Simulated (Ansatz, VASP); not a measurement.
This is a calculation of TiC for Ansatz 0.2.0.

input.yaml

```yaml
crystal:
  lattice:
    - [0.0, 2.1511833799, 2.1511833799]
    - [2.1511833799, 0.0, 2.1511833799]
    - [2.1511833799, 2.1511833799, 0.0]
  atoms:
    - { symbol: Ti, position: [0.0, 0.0, 0.0] }
    - { symbol: C, position: [0.5, 0.5, 0.5] }
kpoints:
  mp_grid: { grid: [11, 11, 11] }
scf:
  occupations: { method: fermi_dirac, width: 0.05 }
hamiltonian:
  xc: lda
  pseudopotentials: { kind: all_electron, lapw: { basis_error: 0.001 } }
output:
  forces: true
  stress: true
  eigenvalues: true
```

Potentials or basis: all-electron LAPW, scalar-relativistic.

The run is started by

```console
$ ansatz run input.yaml --threads 1 --pin off --max-ram 3072MiB --backend cpu --events-out ev --progress --plain --runs-dir out
```

Problem. Set up the same calculation for VASP 6.6.1. Potentials there: VASP PAW LDA potentials, release 64 (Ti_sv, C).

Solution. As run (the cutoff follows the program's own potentials):

The input INCAR:

```
SYSTEM = TiC
PREC     = Accurate       ! precision mode
ENCUT    = 520            ! plane-wave cutoff, eV
EDIFF    = 1E-7           ! SCF threshold, eV
ISMEAR   = -1             ! smearing method
SIGMA    = 0.05           ! smearing width, eV
LREAL    = .FALSE.        ! projectors in reciprocal space
LASPH    = .TRUE.         ! aspherical terms in the spheres
NELM     = 80             ! most SCF steps
ALGO     = Normal         ! electronic algorithm
ISIF     = 2              ! what is computed and relaxed
LWAVE    = .FALSE.        ! write WAVECAR
LCHARG   = .FALSE.        ! write CHGCAR
GGA      = CA             ! functional
NBANDS   = 15             ! bands
```

Contents of KPOINTS:

```
regular mesh
0
G
  11 11 11
  0 0 0
```

Contents of POSCAR:

```
TiC
1.0
    0.0000000000      2.1511833799      2.1511833799
    2.1511833799      0.0000000000      2.1511833799
    2.1511833799      2.1511833799      0.0000000000
Ti C
1 1
Direct
    0.0000000000      0.0000000000      0.0000000000
    0.5000000000      0.5000000000      0.5000000000
```

Potentials or basis: VASP PAW LDA potentials, release 64 (Ti_sv, C).

The run is started by

```sh
$ cat potpaw_LDA.64/Ti_sv/POTCAR potpaw_LDA.64/C/POTCAR > POTCAR
$ mpirun -np 1 vasp_std > vasp.out
```

Both were run:

|  | VASP | Ansatz | Ansatz less VASP |
| --- | --- | --- | --- |
| gap on the k mesh at the Fermi level (eV) | none | none | - |
| pressure (GPa) | -7.0 | -7.6 | -0.63 |

A gap of «none» marks a metal or a gap that the smearing closes. Ansatz ran all-electron here, so the differences hold the error of VASP's frozen core and of both bases.
